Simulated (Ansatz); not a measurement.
The system is Pb.

```xyz
1
Lattice="0.0000 2.4750 2.4750 2.4750 0.0000 2.4750 2.4750 2.4750 0.0000" Properties=species:S:1:pos:R:3 pbc="T T T"
Pb    0.0000    0.0000    0.0000
```

```yaml
Program: Ansatz 0.2.0
Task: relaxation of cell and atoms
Functional: PBEsol
Dispersion: D3(BJ)-ATM
Potentials_or_basis: Ansatz PAW
Cutoff: "420 eV (not typed: the program's choice for these potentials)"
k_mesh: 9 × 9 × 9
Occupations: fermi-dirac, width 0.05 eV
Spin: no spin polarisation
```

At the start: volume 30.32 Å³/atom.

Question: How do energy, volume and symmetry change on relaxing?

Answer: It ends after 5 steps and the volume is 28.64 Å³/atom (-5.6 %); space group Fm-3m (No. 225, to 0.05 Å).

The path:
```
step  energy change (eV)  largest force (eV/Å)  volume (Å³)
   1              0.0000                0.0000        30.32
   2             -0.0157                0.0000        28.41
   3             -0.0159                0.0000        28.66
   4             -0.0159                0.0000        28.64
   5             -0.0157                0.0000        28.64
```

Final structure:
```yaml
crystal:
  lattice:
    - [0.00000, 2.42825, 2.42825]
    - [2.42825, 0.00000, 2.42825]
    - [2.42825, 2.42825, 0.00000]
  atoms:
    - { symbol: Pb, position: [0.00000, 0.00000, 0.00000] }
```

The cell as given is a measured one (30.32 Å³/atom); PBEsol+D3(BJ)-ATM puts the equilibrium volume -5.6 % from it, thermal expansion not counted.

Caveat: the plane-wave basis is chosen anew once the cell has moved, so the energies of steps on either side of that aren't comparable; pairwise dispersion overbinds metals, which lowers pressure and volume; the PAW data sets come from PBE, with cores solved anew for the run's functional, which leaves a small shift of forces and pressure.
